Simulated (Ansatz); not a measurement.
**TaSi2: rattled cells**

Aim: for TaSi2, see what random moves of the atoms cost.

The COD entry's cell or inner coordinates are ideal or old and differ from later refinements, so a difference from it is no clean test against experiment.

Method: DFT PBEsol, scalar-relativistic, plane waves, PAW, in Ansatz 0.2.0.

2 further runs of the same task are left out: 2 set aside as unsound or not needed. Runs told in other sessions of the task aren't counted.

### Step 1. The system as given

It takes space group P6_222 (No. 180, hexagonal). The conventional cell has a = 4.761 Å, b = 4.761 Å, c = 6.556 Å, α = 90.00°, β = 90.00°, γ = 120.00°. Ta (site symmetry 222) is surrounded by 10 Si at 2.60 to 2.81 Å. Around Si (site symmetry 2) lie 5 Si at 2.55 to 2.81 Å and 5 Ta at 2.60 to 2.81 Å.

As a file:

```
Ta Si
1.0
     4.76086    0.00000    0.00000
    -2.38043    4.12303    0.00000
     0.00000    0.00000    6.55578
Ta Si
3 6
Direct
  0.50000 0.00000 0.50000
  0.50000 0.50000 0.83333
  0.00000 0.50000 0.16667
  0.15927 0.31854 0.50000
  0.84073 0.15927 0.83333
  0.68146 0.84073 0.16667
  0.84073 0.68146 0.50000
  0.15927 0.84073 0.83333
  0.31854 0.15927 0.16667
```

It is the result of an earlier relaxation at this level (volume 14.30 Å³/atom; gap on the mesh: none (metal)).

### Step 2. Zero of energy

Reference values: F = -33153.7152 eV; pressure 0.03 GPa; largest force 0.008 eV/Å; gap on the mesh none (metal). It was computed beforehand with the settings of the runs below.

### Step 3. The scan: rattled cells

All atoms are moved at random with no net shift, in some cells together with a random strain.

### Step 4. At rms move = 0.432 Å

input.yaml

```yaml
crystal:
  lattice:
    - [4.7608595319, 0.0, 0.0]
    - [-2.3804297659, 4.1230252985, 0.0]
    - [0.0, 0.0, 6.5557841497]
  atoms:
    - { symbol: Ta, position: [0.4854718556, 0.1033590165, 0.4556822947] }
    - { symbol: Ta, position: [0.4770525963, 0.532049317, 0.8175539726] }
    - { symbol: Ta, position: [-0.1037675827, 0.3234854772, 0.2103274955] }
    - { symbol: Si, position: [0.1353922528, 0.2502614225, 0.4740189664] }
    - { symbol: Si, position: [0.893020562, 0.1975961386, 0.8388680896] }
    - { symbol: Si, position: [0.7461357679, 0.9263352521, 0.1891536688] }
    - { symbol: Si, position: [0.9246665614, 0.7067896404, 0.5419737982] }
    - { symbol: Si, position: [0.1625041257, 0.8688514111, 0.8157705094] }
    - { symbol: Si, position: [0.2795238608, 0.0912723246, 0.1566512049] }
basis:
  ecutwfc: 420
kpoints:
  mp_grid: { grid: [12, 12, 6] }
hamiltonian:
  xc: pbesol
scf:
  occupations: { method: gaussian, width: 0.15 }
output:
  forces: true
  stress: true
  eigenvalues: true
```

Started as:

```
ansatz run input.yaml --threads 2 --pin off --max-ram 5120MiB --backend cpu --events-out ev --progress --plain --runs-dir out
```

### Step 5. At rms move = 0.417 Å

input.yaml

```yaml
crystal:
  lattice:
    - [4.7608595319, 0.0, 0.0]
    - [-2.3804297659, 4.1230252985, 0.0]
    - [0.0, 0.0, 6.5557841497]
  atoms:
    - { symbol: Ta, position: [0.4760201002, -0.0073739568, 0.4625430082] }
    - { symbol: Ta, position: [0.352947188, 0.470286486, 0.8589082272] }
    - { symbol: Ta, position: [0.1144803444, 0.556642681, 0.1701707341] }
    - { symbol: Si, position: [0.1781539268, 0.3144076138, 0.5395033759] }
    - { symbol: Si, position: [0.8563641367, 0.1892011496, 0.8524786551] }
    - { symbol: Si, position: [0.7225026818, 0.8447972714, 0.1602265719] }
    - { symbol: Si, position: [0.7869236067, 0.607115538, 0.5408179479] }
    - { symbol: Si, position: [0.1956818345, 0.8351479043, 0.8501316133] }
    - { symbol: Si, position: [0.316926181, 0.1897753128, 0.0652198665] }
basis:
  ecutwfc: 420
kpoints:
  mp_grid: { grid: [12, 12, 6] }
hamiltonian:
  xc: pbesol
scf:
  occupations: { method: gaussian, width: 0.15 }
output:
  forces: true
  stress: true
  eigenvalues: true
```

### Step 6. Point rms move = 0.104 Å

input.yaml

```yaml
crystal:
  lattice:
    - [4.5804316905, -0.1767645175, -0.137961211]
    - [-2.4432984078, 4.1479664584, -0.0241831872]
    - [-0.1899749225, -0.1481343604, 6.6033449641]
  atoms:
    - { symbol: Ta, position: [0.5040761137, -0.0086756284, 0.498856579] }
    - { symbol: Ta, position: [0.5096734191, 0.5099333227, 0.829332912] }
    - { symbol: Ta, position: [-0.0394844314, 0.4920879456, 0.1934613484] }
    - { symbol: Si, position: [0.1670626354, 0.3300045919, 0.4952855461] }
    - { symbol: Si, position: [0.8392729363, 0.1798965848, 0.8220551748] }
    - { symbol: Si, position: [0.6847902124, 0.8295669397, 0.1610517552] }
    - { symbol: Si, position: [0.8478048432, 0.6777841458, 0.5035829797] }
    - { symbol: Si, position: [0.1639413069, 0.83928406, 0.8284864903] }
    - { symbol: Si, position: [0.3228629644, 0.1501180379, 0.1678872144] }
basis:
  ecutwfc: 420
kpoints:
  mp_grid: { grid: [12, 12, 6] }
hamiltonian:
  xc: pbesol
scf:
  occupations: { method: gaussian, width: 0.15 }
output:
  forces: true
  stress: true
  eigenvalues: true
```

### Step 7. Point rms move = 0.402 Å

input.yaml

```yaml
crystal:
  lattice:
    - [4.5741023391, 0.0643858606, 0.0778238604]
    - [-2.2312913785, 4.2783176842, -0.2362179736]
    - [0.1071647729, -0.3137249321, 6.7921068006]
  atoms:
    - { symbol: Ta, position: [0.51830875, 0.1128767845, 0.4803364886] }
    - { symbol: Ta, position: [0.4929656733, 0.5463021306, 0.853149308] }
    - { symbol: Ta, position: [-0.0032483354, 0.3710645106, 0.1854769589] }
    - { symbol: Si, position: [0.1418697413, 0.281074088, 0.5532486073] }
    - { symbol: Si, position: [0.90327832, 0.1719654444, 0.823697219] }
    - { symbol: Si, position: [0.714151743, 0.9441783759, 0.1722498444] }
    - { symbol: Si, position: [0.7983225197, 0.6581435205, 0.4609891406] }
    - { symbol: Si, position: [0.1781874663, 0.8604596928, 0.8187085306] }
    - { symbol: Si, position: [0.2561641218, 0.0539354526, 0.1521439026] }
basis:
  ecutwfc: 420
kpoints:
  mp_grid: { grid: [12, 12, 6] }
hamiltonian:
  xc: pbesol
scf:
  occupations: { method: gaussian, width: 0.15 }
output:
  forces: true
  stress: true
  eigenvalues: true
```

### Step 8. At rms move = 0.171 Å

input.yaml

```yaml
crystal:
  lattice:
    - [4.614463772, -0.0333279946, 0.0388359457]
    - [-2.336094776, 4.2811266932, 0.0079108998]
    - [0.0534777545, 0.0434540603, 6.5241200721]
  atoms:
    - { symbol: Ta, position: [0.5145850901, 0.0214017205, 0.5293998389] }
    - { symbol: Ta, position: [0.4826045176, 0.5007215966, 0.8449578761] }
    - { symbol: Ta, position: [0.0140411938, 0.4989467886, 0.1640656519] }
    - { symbol: Si, position: [0.1568445439, 0.2822668875, 0.4745495927] }
    - { symbol: Si, position: [0.8500259101, 0.1613968961, 0.8453720133] }
    - { symbol: Si, position: [0.6702782972, 0.8527803903, 0.1748932842] }
    - { symbol: Si, position: [0.8007249091, 0.690863944, 0.4834840465] }
    - { symbol: Si, position: [0.1777459558, 0.8435819622, 0.8465732522] }
    - { symbol: Si, position: [0.3331495823, 0.1480398142, 0.1367044442] }
basis:
  ecutwfc: 420
kpoints:
  mp_grid: { grid: [12, 12, 6] }
hamiltonian:
  xc: pbesol
scf:
  occupations: { method: gaussian, width: 0.15 }
output:
  forces: true
  stress: true
  eigenvalues: true
```

(Steps that only read results are left out.)

What does the calculation give?

The runs gave:

| quantity | value |
| --- | --- |
| costliest cell | 2414.5 meV/atom at an rms move of 0.432 Å |

In words: The cost runs from 192.2 to 2414.5 meV/atom. Energy over the square of the rms move lies between 6.6 and 20.6 eV/Å² per atom; a harmonic solid under isotropic random moves would keep it roughly constant, while strain and close contacts change it. Spin-orbit coupling is left out for Ta. Where forces pass 15 eV/Å atoms stand far too close, the PAW spheres overlap strongly and those numbers are rough.
